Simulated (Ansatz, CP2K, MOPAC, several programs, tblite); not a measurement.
# ZnSnN2: cheap methods against density-functional theory

How much accuracy does each second buy? ZnSnN2 is computed with 8 methods of unlike cost, up to r2SCAN.

Program: MOPAC, tblite, CP2K, Ansatz (versions at each run). Level of theory: no spin polarisation, static lattice; gaps from single points on the cell relaxed beforehand with r²SCAN. These are calculated values, not measurements.

### Step 1. The system as given

The structure is tetragonal, space group P-4m2 (No. 115). Conventional cell: a = 3.481 Å, b = 3.481 Å, c = 9.033 Å, α = 90.00°, β = 90.00°, γ = 90.00°. Zn (site symmetry 2mm) has 4 N at 1.94 to 2.19 Å in its first shell of neighbours. N (site symmetry -4m2) is surrounded by 4 Zn at 1.94 Å. N (site symmetry 2mm) has 2 Sn at 2.01 Å and 2 Zn at 2.19 Å in its first shell of neighbours. Sn (site symmetry 2mm) is surrounded by 4 N at 2.01 to 2.18 Å. N (site symmetry -4m2) is surrounded by 4 Sn at 2.18 Å.

As a file:

```xyz
8
Lattice="3.4806 0.0000 0.0000 0.0000 3.4806 0.0000 0.0000 0.0000 9.0328" Properties=species:S:1:pos:R:3 pbc="T T T"
Zn    1.7403    0.0000    8.1695
N     1.7403    1.7403    0.0000
Zn    0.0000    1.7403    0.8632
N     0.0000    0.0000    2.1973
Sn    1.7403    0.0000    3.2093
N     1.7403    1.7403    4.5164
Sn    0.0000    1.7403    5.8234
N     0.0000    0.0000    6.8355
```

The structure type (II-IV-V2 ordering on zincblende lattice) is imposed and need not be the compound's stable one.

**Question.** The methods are PM6, PM7, GFN1-xTB (tblite), PBE/DZVP, PBE/SZV, coarse PBE, PBE, r2SCAN. What gap does r2SCAN give on this cell, and which other methods (full PBE left aside) come nearest to r2SCAN and farthest in gap, volume and bulk modulus?

| quantity | value |
| --- | --- |
| r2SCAN | no gap, 13.68 Å³/atom, B₀ 150 GPa |
| gap: nearest and farthest of the other methods | GFN1-xTB (tblite), PBE/DZVP, coarse PBE (about 0.00 eV off); PM6 (+3.27 eV) |
| volume: nearest and farthest of the other methods | GFN1-xTB (tblite) (+4.5 %), PBE/SZV (+8.7 %) |
| bulk modulus: nearest and farthest of the other methods | PBE/DZVP (-20 %), GFN1-xTB (tblite) (-60 %) |

In words: For the gap (full PBE left aside), GFN1-xTB (tblite), PBE/DZVP, coarse PBE tie for nearest to r2SCAN; PM6 is farthest. Among the 3 methods compared for the volume (full PBE left aside), GFN1-xTB (tblite) is nearest to r2SCAN and PBE/SZV farthest. Among the 3 methods compared for the bulk modulus (full PBE left aside), PBE/DZVP is nearest to r2SCAN and GFN1-xTB (tblite) farthest. A minimal basis or a coarse cutoff and mesh shifts results by its own error, so closeness to r2SCAN can be chance. Cluster runs see only the k-points that fold onto the zone centre, so their gaps can miss the band edges. No volume is given for PM6, PM7, coarse PBE, which can hide a larger miss. Overlaps count as a gap of zero in the misses; they are PBE/DZVP -0.08, coarse PBE -0.10, PBE -0.09, r2SCAN -0.12 eV. CPU times run from 3.1 s (PM7) to 75 s (r2SCAN). PM6, PM7, PBE/SZV disagree with r2SCAN even on whether there is a gap. Semilocal functionals can close a small real gap, so r2SCAN's «no gap» may be its own error. r2SCAN is a yardstick, not the truth. Spin-orbit coupling is left out throughout.
